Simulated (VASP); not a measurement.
# Mg3Sb2 (P-3m1) in VASP: further runs

Runs on Mg3Sb2. Level: PBEsol. Tasks: relaxation of cell and atoms, relaxation of shape and atoms at fixed volume.

Everything below comes from runs of VASP 6.6.1. Logs are shortened: lines on timing, memory, paths and dates and some standing lists are left out, and cuts for length are marked.

## (1) Starting point

It takes space group P-3m1 (No. 164, trigonal). The conventional cell has a = 4.552 Å, b = 4.552 Å, c = 7.182 Å, α = 90.00°, β = 90.00°, γ = 120.00°. Around Mg (site symmetry 3m) lie 4 Sb at 2.82 to 2.94 Å and 3 Mg at 3.25 Å. Mg (site symmetry -3m) has 6 Sb at 3.08 Å as nearest neighbours. Sb (site symmetry 3m) has 7 Mg at 2.82 to 3.08 Å as nearest neighbours.

## (2) Relaxation of cell and atoms, PBEsol

The input, INCAR:

```
SYSTEM = Mg3Sb2
ALGO = Normal
EDIFF = 1E-7
EDIFFG = -0.005
ENCUT = 600
GGA = PS
IBRION = 2
ISIF = 3
ISMEAR = 0
LASPH = .True.
LCHARG = .False.
LREAL = .False.
LWAVE = .False.
NELM = 80
NSW = 90
PREC = Accurate
SIGMA = 0.03
```

The input, KPOINTS:

```
k-points
0
Gamma
  9 9 5
  0 0 0
```

The input, POSCAR:

```
Mg3Sb2                                  
1.0
    4.5524044858      0.0000000000      0.0000000000
   -2.2762022429      3.9424979330     -0.0000000000
    0.0000000000      0.0000000000      7.1824591898
  Mg              Sb            
     3     2
Direct
     0.3333333332999970    0.6666666667000030    0.6326104885257230
     0.6666666667000030    0.3333333332999970    0.3673895114742770
     0.0000000000000000    0.0000000000000000    0.0000000000000000
     0.3333333332999970    0.6666666667000030    0.2236239000976646
     0.6666666667000030    0.3333333332999970    0.7763760999023354
```

Potentials or basis: VASP PAW PBE potentials, release 64 (Mg, Sb).

Launch:

```sh
$ cat potpaw_PBE.64/Mg/POTCAR potpaw_PBE.64/Sb/POTCAR > POTCAR
$ mpirun -np 1 vasp_std > vasp.out
```

OUTCAR:

```text
SYSTEM = Mg3Sb2
   EDIFF = 1E-7
   EDIFFG = -0.005
   ENCUT = 600
   GGA = PS
   IBRION = 2
   ISIF = 3
   ISMEAR = 0
   LASPH = .True.
   LREAL = .False.
   NELM = 80
   NSW = 90
   PREC = Accurate

 ion  position               nearest neighbor table
   1  0.333  0.667  0.633-   5 2.82   5 2.82   5 2.82   4 2.94   2 3.25   2 3.25   2 3.25
   2  0.667  0.333  0.367-   4 2.82   4 2.82   4 2.82   5 2.94   1 3.25   1 3.25   1 3.25
   3  0.000  0.000  0.000-   4 3.08   5 3.08   4 3.08   5 3.08   5 3.08   4 3.08
   4  0.333  0.667  0.224-   2 2.82   2 2.82   2 2.82   1 2.94   3 3.08   3 3.08   3 3.08
   5  0.667  0.333  0.776-   1 2.82   1 2.82   1 2.82   2 2.94   3 3.08   3 3.08   3 3.08

  LATTYP: Found a hexagonal cell.
 ALAT       =     4.5524044858
 C/A-ratio  =     1.5777286953

  Lattice vectors:

 A1 = (   4.5524044858,   0.0000000000,   0.0000000000)
 A2 = (  -2.2762022429,   3.9424979330,   0.0000000000)
 A3 = (   0.0000000000,   0.0000000000,   7.1824591898)

Analysis of symmetry for initial positions (statically):
=====================================================================
 Subroutine PRICEL returns:
 Original cell was already a primitive cell.

 Routine SETGRP: Setting up the symmetry group for a
 hexagonal supercell.

 Subroutine GETGRP returns: Found 12 space group operations
 (whereof 12 operations were pure point group operations)
 out of a pool of 24 trial point group operations.

The static configuration has the point symmetry D_3d.

Analysis of symmetry for dynamics (positions and initial velocities):
=====================================================================
 Subroutine PRICEL returns:
 Original cell was already a primitive cell.

 Routine SETGRP: Setting up the symmetry group for a
 hexagonal supercell.

 Subroutine GETGRP returns: Found 12 space group operations
 (whereof 12 operations were pure point group operations)
 out of a pool of 24 trial point group operations.

The dynamic configuration has the point symmetry D_3d.

 Subroutine INISYM returns: Found 12 space group operations
 (whereof 12 operations are pure point group operations),
 and found     1 'primitive' translations

----------------------------------------------------------------------------------------

                                     Primitive cell

  volume of cell :     128.9097

  direct lattice vectors                    reciprocal lattice vectors
     4.552404486  0.000000000  0.000000000     0.219664136  0.126823148  0.000000000
    -2.276202243  3.942497933  0.000000000     0.000000000  0.253646297  0.000000000
     0.000000000  0.000000000  7.182459190     0.000000000  0.000000000  0.139228080

  length of vectors
     4.552404486  4.552404486  7.182459190     0.253646297  0.253646297  0.139228080

  position of ions in fractional coordinates (direct lattice)
     0.333333333  0.666666667  0.632610489
     0.666666667  0.333333333  0.367389511
     0.000000000  0.000000000  0.000000000
     0.333333333  0.666666667  0.223623900
     0.666666667  0.333333333  0.776376100

  ion indices of the primitive-cell ions
   primitive index   ion index
                 1           1
                 2           2
                 3           3
                 4           4
                 5           5

----------------------------------------------------------------------------------------

 KPOINTS: k-points

Automatic generation of k-mesh.
 Grid dimensions read from file:
 generate k-points for:    9    9    5

 Generating k-lattice:

  Cartesian coordinates                     Fractional coordinates (reciprocal lattice)
     0.024407126  0.014091461  0.000000000     0.111111111 -0.000000000  0.000000000
     0.000000000  0.028182922  0.000000000     0.000000000  0.111111111  0.000000000
     0.000000000  0.000000000  0.027845616     0.000000000  0.000000000  0.200000000

  Length of vectors
     0.028182922  0.028182922  0.027845616

  Shift w.r.t. Gamma in fractional coordinates (k-lattice)
     0.000000000  0.000000000  0.000000000

[... 42 lines left out ...]
     AMIX     =   0.40;   BMIX     =  1.00
     AMIX_MAG =   1.60;   BMIX_MAG =  1.00
  volume/ion in A,a.u.               =      25.78       173.99
  Fermi-wavevector in a.u.,A,eV,Ry     =   0.816619  1.543187  9.073278  0.666867
  Thomas-Fermi vector in A             =   1.926920
   LORBIT       =      0    0 simple, 1 ext, 2 COOP (PROOUT), +10 PAW based schemes
   GGA     = PS    functional components
   LHFCALC =     F    Hartree Fock is set to
   AEXX    =    0.0000 exact exchange contribution
   IVDW    =     0    specifies the selected vdW correction
   LEPSILON=     F    determine dielectric tensor
   LRPA    =     F    only Hartree local field effects (RPA)
 conjugate gradient relaxation of ions
 non-spin polarized calculation
 Gauss-broadening in eV      SIGMA  =   0.03
  energy-cutoff  :      600.00
  volume of cell :      128.91
 maximum number of plane-waves:      4353
   NGX = 19   NGY = 19   NGZ = 29

--------------------------------------- Ionic step        1  -------------------------------------------

 number of electron      15.9999999 magnetization

 Free energy of the ion-electron system (eV)
  ---------------------------------------------------
  ext. energy  EPLUGINS =         0.00000000
  ---------------------------------------------------
  free energy    TOTEN  =       -16.16065588 eV

  energy without entropy =      -16.16065574  energy(sigma->0) =      -16.16065581

------------------------ aborting loop because EDIFF is reached ----------------------------------------

  FORCE on cell =-STRESS in cart. coord.  units (eV):
  Direction    XX          YY          ZZ          XY          YZ          ZX
  --------------------------------------------------------------------------------------
  -------------------------------------------------------------------------------------
  Total        0.0492260      0.0492260      0.0439272      0.0000000      0.0000000      0.0000000
  in kB        0.6118145      0.6118145      0.5459571      0.0000000      0.0000000      0.0000000
  external PRESSURE =       0.5898620 kB  Pullay stress =       0.0000000 kB
[... 102 lines left out ...]
  energy  without entropy=      -16.1606948073  energy(sigma->0) =      -16.16069489

--------------------------------------- Ionic step        4  -------------------------------------------

 number of electron      15.9999999 magnetization

 Free energy of the ion-electron system (eV)
  ---------------------------------------------------
  ext. energy  EPLUGINS =         0.00000000
  ---------------------------------------------------
  free energy    TOTEN  =       -16.16070355 eV

  energy without entropy =      -16.16070341  energy(sigma->0) =      -16.16070348

 E-fermi :   4.6160     XC(G=0):  -8.9447

 val. band max:        4.5400248759   @ k =   0.0000   0.0000   0.0000
 cond. band min:       4.7013575891   @ k =   0.0000   0.4444   0.4000
 fundamental gap:      0.1613327132
 Fermi energy:         4.6159776549

 k-point     1 :       0.0000    0.0000    0.0000
  band No.  band energies     occupation
      1      -5.9052      2.00000
      2      -4.6046      2.00000
      3      -0.4995      2.00000
      4       3.3786      2.00000
      5       3.3786      2.00000
      6       4.1017      2.00000
      7       4.1017      2.00000
      8       4.5400      1.99966
      9       5.6269      0.00000
     10       5.6929      0.00000
     11       7.5325      0.00000
     12       7.5325      0.00000
[... 331 lines left out ...]
 k-point    24 :      -0.1111    0.3333    0.2000
  band No.  band energies     occupation
      1      -5.2691      2.00000
      2      -4.4566      2.00000
      3       0.1932      2.00000
      4       1.1992      2.00000
      5       1.4319      2.00000
      6       2.3056      2.00000
      7       3.1846      2.00000
      8       3.7510      2.00000
      9       5.6858      0.00000
     10       6.7935      0.00000
     11       7.2227      0.00000
     12       7.8712      0.00000

 [... further k-points ...]
[... 5 lines left out ...]
  --------------------------------------------------------------------------------------
  -------------------------------------------------------------------------------------
  Total       -0.0085170     -0.0085170      0.0004971     -0.0000000      0.0000000     -0.0000000
  in kB       -0.1056980     -0.1056980      0.0061698     -0.0000000      0.0000000     -0.0000000
  external PRESSURE =      -0.0684088 kB  Pullay stress =       0.0000000 kB
[... 20 lines left out ...]
  FREE ENERGIE OF THE ION-ELECTRON SYSTEM (eV)
  ---------------------------------------------------
  free  energy   TOTEN  =       -16.1607035545 eV

  energy  without entropy=      -16.1607034093  energy(sigma->0) =      -16.16070348

 reached required accuracy - stopping structural energy minimisation
```

It took 2.4 min on 1 thread of Intel Xeon Platinum 8488C (Sapphire Rapids), shared host; peak memory 0.34 GiB.

Results:

- Free energy: -16.1607 eV
- Relaxed volume: 25.82 Å³/atom
- Relaxed cell: a = 4.555 Å, b = 4.555 Å, c = 7.186 Å, α = 90.00°, β = 90.00°, γ = 120.00°
- Space group after relaxing (to 0.05 Å): P-3m1 (No. 164)
- Energy gained by relaxing: 0.0 meV/atom
- Ionic steps: 4
- Pressure after relaxing: 0.0 GPa
- Largest force after relaxing: 0.005 eV/Å
- Band gap on the k mesh: 0.16 eV, indirect (least direct gap 1.09 eV)

Forces on the atoms (eV/Å):
```
Mg   0.000  0.000 -0.004
Mg   0.000  0.000  0.004
Mg   0.000  0.000  0.000
Sb   0.000  0.000  0.005
Sb   0.000  0.000 -0.005
```

Final structure:
```cif
data_structure
_symmetry_space_group_name_H-M 'P 1'
_symmetry_Int_Tables_number 1
_cell_length_a 4.5546
_cell_length_b 4.5546
_cell_length_c 7.1860
_cell_angle_alpha 90.000
_cell_angle_beta 90.000
_cell_angle_gamma 120.000
_cell_volume 129.10
loop_
_atom_site_label
_atom_site_type_symbol
_atom_site_fract_x
_atom_site_fract_y
_atom_site_fract_z
_atom_site_occupancy
Mg1 Mg 0.33333 0.66667 0.63251 1
Mg2 Mg 0.66667 0.33333 0.36749 1
Mg3 Mg 0.00000 0.00000 0.00000 1
Sb1 Sb 0.33333 0.66667 0.22374 1
Sb2 Sb 0.66667 0.33333 0.77626 1
```

Levels at points of the mesh, in eV from the valence-band top:
| k point | band 6 | band 7 | band 8 | band 9 | band 10 | band 11 |
| --- | --- | --- | --- | --- | --- | --- |
| (0.00, 0.00, 0.00) | -0.44 | -0.44 | 0.00 | 1.09 | 1.15 | 2.99 |

Caveat: the PAW data sets were made with another functional, which shifts forces and pressure a little; spin-orbit coupling is left out, which moves the levels of the heavy elements; an odd mesh through Γ misses points on the zone boundary, where band edges often lie. A hybrid or GW would open this gap; PBEsol tends to underestimate it.

## (3) Relaxation of shape and atoms at fixed volume, PBEsol (a relaxed cell with its volume scaled by 0.94)

The input, INCAR:

```
SYSTEM = Mg3Sb2
ALGO = Normal
EDIFF = 1E-7
EDIFFG = -0.01
ENCUT = 600
GGA = PS
IBRION = 2
ISIF = 4
ISMEAR = 0
LASPH = .True.
LCHARG = .False.
LREAL = .False.
LWAVE = .False.
NELM = 80
NSW = 40
PREC = Accurate
SIGMA = 0.03
```

KPOINTS is that of step 2.

The input, POSCAR:

```
Mg3Sb2                                  
1.0
    4.4616710204     -0.0000000000      0.0000000000
   -2.2308355102      3.8639204470     -0.0000000000
    0.0000000000      0.0000000000      7.0393128061
  Mg              Sb            
     3     2
Direct
     0.3333333332999970    0.6666666667000030    0.6325098387269918
     0.6666666667000030    0.3333333332999970    0.3674901612730081
     1.0000000000000000    0.0000000000000000    0.0000000000000000
     0.3333333332999970    0.6666666667000030    0.2237411491358341
     0.6666666667000030    0.3333333332999970    0.7762588508641659
```

Potentials or basis: VASP PAW PBE potentials, release 64 (Mg, Sb).

Launch:

```sh
$ cat potpaw_PBE.64/Mg/POTCAR potpaw_PBE.64/Sb/POTCAR > POTCAR
$ mpirun -np 1 vasp_std > vasp.out
```

It took 3.3 min on 1 thread of Intel Xeon Platinum 8488C (Sapphire Rapids), shared host; peak memory 0.32 GiB.

The run converged. Its results:

* Free energy: -16.0876 eV
* Energy gained by relaxing: 0.7 meV/atom
* Ionic steps: 6
* Pressure after relaxing: 3.2 GPa
* Band gap on the k mesh: 0.07 eV, indirect (least direct gap 1.21 eV)

The path:
| step | energy change (eV) | largest force (eV/Å) | pressure (GPa) |
| --- | --- | --- | --- |
| 1 | 0.0000 | 0.1452 | 3.34 |
| 2 | -0.0018 | 0.0971 | 3.29 |
| 3 | -0.0033 | 0.0146 | 3.20 |
| 4 | -0.0033 | 0.0145 | 3.19 |
| 5 | -0.0034 | 0.0104 | 3.19 |
| 6 | -0.0034 | 0.0016 | 3.19 |

Final structure:
```
Mg Sb
1.0
     4.46606    0.00000    0.00000
    -2.23303    3.86772    0.00000
     0.00000    0.00000    7.02550
Mg Sb
3 2
Direct
  0.33333 0.66667 0.63152
  0.66667 0.33333 0.36848
  0.00000 0.00000 0.00000
  0.33333 0.66667 0.22064
  0.66667 0.33333 0.77936
```

Levels at points of the mesh, in eV from the valence-band top:
| k point | band 6 | band 7 | band 8 | band 9 | band 10 | band 11 |
| --- | --- | --- | --- | --- | --- | --- |
| (0.00, 0.00, 0.00) | -0.50 | -0.50 | 0.00 | 1.21 | 1.38 | 2.98 |

Caveat: the PAW data sets were made with another functional, which shifts forces and pressure a little; spin-orbit coupling is left out, which moves the levels of the heavy elements; an odd mesh through Γ misses points on the zone boundary, where band edges often lie.

## (4) Relaxation of shape and atoms at fixed volume, PBEsol (a relaxed cell with its volume scaled by 0.96)

INCAR is that of step 3.

KPOINTS is that of step 3.

Changes to POSCAR since step 3:

```diff
@@ -2,5 +2,5 @@
 1.0
-    4.4616710204     -0.0000000000      0.0000000000
-   -2.2308355102      3.8639204470     -0.0000000000
-    0.0000000000      0.0000000000      7.0393128061
+    4.4930922741     -0.0000000000      0.0000000000
+   -2.2465461370      3.8911320509     -0.0000000000
+    0.0000000000      0.0000000000      7.0888870649
   Mg              Sb
```

Launch:

```sh
$ cat potpaw_PBE.64/Mg/POTCAR potpaw_PBE.64/Sb/POTCAR > POTCAR
$ mpirun -np 1 vasp_std > vasp.out
```

Wall time 2.4 min (1 thread of Intel Xeon Platinum 8488C (Sapphire Rapids), shared host); peak memory 0.34 GiB.

The run converged. Its results:

- Free energy: -16.1294 eV
- Energy gained by relaxing: 0.3 meV/atom
- Ionic steps: 3
- Pressure after relaxing: 2.0 GPa
- Largest force after relaxing: 0.009 eV/Å
- Band gap on the k mesh: 0.11 eV, indirect (least direct gap 1.18 eV)

Forces on the atoms (eV/Å):
```
Mg   0.000  0.000 -0.009
Mg   0.000  0.000  0.009
Mg   0.000  0.000  0.000
Sb   0.000  0.000  0.000
Sb   0.000  0.000  0.000
```

Step by step:
```csv
step,energy change (eV),largest force (eV/Å),pressure (GPa)
1,0.0000,0.0916,2.11
2,-0.0007,0.0630,2.08
3,-0.0014,0.0095,2.02
```

Final structure:
```cif
data_structure
_symmetry_space_group_name_H-M 'P 1'
_symmetry_Int_Tables_number 1
_cell_length_a 4.4968
_cell_length_b 4.4968
_cell_length_c 7.0771
_cell_angle_alpha 90.000
_cell_angle_beta 90.000
_cell_angle_gamma 120.000
_cell_volume 123.94
loop_
_atom_site_label
_atom_site_type_symbol
_atom_site_fract_x
_atom_site_fract_y
_atom_site_fract_z
_atom_site_occupancy
Mg1 Mg 0.33333 0.66667 0.63219 1
Mg2 Mg 0.66667 0.33333 0.36781 1
Mg3 Mg 0.00000 0.00000 0.00000 1
Sb1 Sb 0.33333 0.66667 0.22173 1
Sb2 Sb 0.66667 0.33333 0.77827 1
```

Levels at points of the mesh, in eV from the valence-band top:
```tsv
k point	band 4	band 5	band 6	band 7	band 8	band 9	band 10	band 11	band 12
(0.00, 0.00, 0.00)	-1.25	-1.25	-0.49	-0.49	0.00	1.18	1.27	2.98	2.98
```

Caveat: the PAW data sets were made with another functional, which shifts forces and pressure a little; spin-orbit coupling is left out, which moves the levels of the heavy elements; an odd mesh through Γ misses points on the zone boundary, where band edges often lie.

## (5) Relaxation of shape and atoms at fixed volume, PBEsol (a relaxed cell with its volume scaled by 0.98)

INCAR is that of step 4.

KPOINTS is that of step 4.

Changes to POSCAR since step 4:

```diff
@@ -2,5 +2,5 @@
 1.0
-    4.4930922741     -0.0000000000      0.0000000000
-   -2.2465461370      3.8911320509     -0.0000000000
-    0.0000000000      0.0000000000      7.0888870649
+    4.5240800965     -0.0000000000      0.0000000000
+   -2.2620400483      3.9179682924     -0.0000000000
+    0.0000000000      0.0000000000      7.1377774861
   Mg              Sb
```

Launch:

```sh
$ cat potpaw_PBE.64/Mg/POTCAR potpaw_PBE.64/Sb/POTCAR > POTCAR
$ mpirun -np 1 vasp_std > vasp.out
```

It took 2.5 min on 1 thread of Intel Xeon Platinum 8488C (Sapphire Rapids), shared host; peak memory 0.34 GiB.

It converged, with:

```yaml
Free_energy: -16.1532 eV
Energy_gained_by_relaxing: 0.1 meV/atom
Ionic_steps: 3
Pressure_after_relaxing: 1.0 GPa
Largest_force_after_relaxing: 0.005 eV/Å
Band_gap_on_the_k_mesh: 0.15 eV, indirect (least direct gap 1.17 eV)
```

Forces on the atoms (eV/Å):
```
Mg   0.000  0.000 -0.005
Mg   0.000  0.000  0.005
Mg   0.000  0.000  0.000
Sb   0.000  0.000  0.000
Sb   0.000  0.000  0.000
```

Step by step:
```csv
step,energy change (eV),largest force (eV/Å),pressure (GPa)
1,0.0000,0.0418,1.00
2,-0.0002,0.0295,0.98
3,-0.0003,0.0049,0.95
```

Final structure:
```
CELL_PARAMETERS angstrom
4.52582 0.00000 0.00000
-2.26291 3.91947 0.00000
0.00000 0.00000 7.13230
ATOMIC_POSITIONS crystal
Mg 0.33333 0.66667 0.63230
Mg 0.66667 0.33333 0.36770
Mg 0.00000 0.00000 0.00000
Sb 0.33333 0.66667 0.22277
Sb 0.66667 0.33333 0.77723
```

Levels at points of the mesh, in eV from the valence-band top:
```
           k point  band 4  band 5  band 6  band 7  band 8  band 9  band 10  band 11  band 12
(0.00, 0.00, 0.00)   -1.20   -1.20   -0.46   -0.46    0.00    1.17     1.18     2.99     2.99
```

Caveat: the PAW data sets were made with another functional, which shifts forces and pressure a little; spin-orbit coupling is left out, which moves the levels of the heavy elements; an odd mesh through Γ misses points on the zone boundary, where band edges often lie.

## (6) Summary

```tsv
task	cell	gap on the mesh (eV)	pressure (GPa)
relaxation of cell and atoms	relaxed	0.16	0.0
relaxation of shape and atoms at fixed volume	atoms relaxed at fixed volume from: a relaxed cell with its volume scaled by 0.94	0.07	3.2
relaxation of shape and atoms at fixed volume	atoms relaxed at fixed volume from: a relaxed cell with its volume scaled by 0.96	0.11	2.0
relaxation of shape and atoms at fixed volume	atoms relaxed at fixed volume from: a relaxed cell with its volume scaled by 0.98	0.15	1.0
```

Alike in all rows: level PBEsol; potentials or basis VASP PAW PBE potentials, release 64 (Mg, Sb); no spin polarisation; k mesh 9 × 9 × 5; cutoff (eV) 600; smearing gaussian 0.03 eV.

Caveats: the PAW data sets were made with another functional, which shifts forces and pressure a little; spin-orbit coupling is left out, which moves the levels of the heavy elements; an odd mesh through Γ misses points on the zone boundary, where band edges often lie.

Total energies depend on the potentials used, so only differences within one code and one set of settings carry meaning.
